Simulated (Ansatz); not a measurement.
ZnTe (zinc blende)

```
CELL_PARAMETERS angstrom
      0.00000     3.05670     3.05670
      3.05670     0.00000     3.05670
      3.05670     3.05670     0.00000
ATOMIC_POSITIONS crystal
  Te 0.75000 0.75000 0.75000
  Zn 0.00000 0.00000 0.00000
```

Scan: atom 1 (Te, nearest neighbour Zn at 2.647 Å; its periodic images, 4.3 Å or more away, move with it) is displaced along Cartesian [110], direction (0.707, 0.707, 0.000) in Cartesian axes, by s. The other atoms stay.

Level of theory: r2SCAN (plane waves to 500 eV, PAW, scalar-relativistic; Ansatz, a first-principles code). k mesh 8×8×8 (Γ-centred), Fermi-Dirac smearing 0.05 eV. Energies are smeared free energies. Compression counts positive. F∥ is the force on the atom along that direction. F⊥ is the part of the force across the line. Spin-orbit coupling is left out, though Te is heavy. ZnTe was relaxed with its symmetry unable to fall. The zero of ΔE is the undisplaced structure.

| s (Å) | ΔE (meV/cell) | F∥ (eV/Å) | P (GPa) | |F⊥| (eV/Å) |
|---|---|---|---|---|
| -0.790 | 2070 | 6.501 | 14.5 | 6.829 |
| -0.632 | 1207 | 4.499 | 8.8 | 3.974 |
| -0.474 | 625 | 2.933 | 4.7 | 2.066 |
| -0.316 | 260 | 1.737 | 2.0 | 0.866 |
| -0.158 | 62 | 0.802 | 0.5 | 0.209 |
| 0.000 | 0 | 0.000 | 0.0 | 0.000 |
| 0.158 | 62 | -0.802 | 0.5 | 0.209 |
| 0.316 | 260 | -1.737 | 2.0 | 0.866 |
| 0.474 | 625 | -2.933 | 4.7 | 2.066 |
| 0.632 | 1207 | -4.499 | 8.8 | 3.974 |
| 0.790 | 2070 | -6.501 | 14.5 | 6.829 |

Summary:

| Quantity | Value |
|---|---|
| Energy at s = 0.790 Å | 2070 meV/cell |
| Force along the line at s = -0.790 Å | 6.50 eV/Å |
| Symmetry of the curve | even: the same for both signs |
| Shape of the curve | a single well with its minimum at or next to zero displacement |
| Force constant k = d²E/ds² at s = 0 (finite differences) | 4.93 eV/Å² |
| Harmonic estimate at the end of the scan | ½ks² = 1540 meV/cell against the computed 2070 meV/cell, so the well is stiffer than harmonic there |

(A displaced cell: forces are minus the slopes of the energy, force constants its curvatures, and phonons follow from these.)
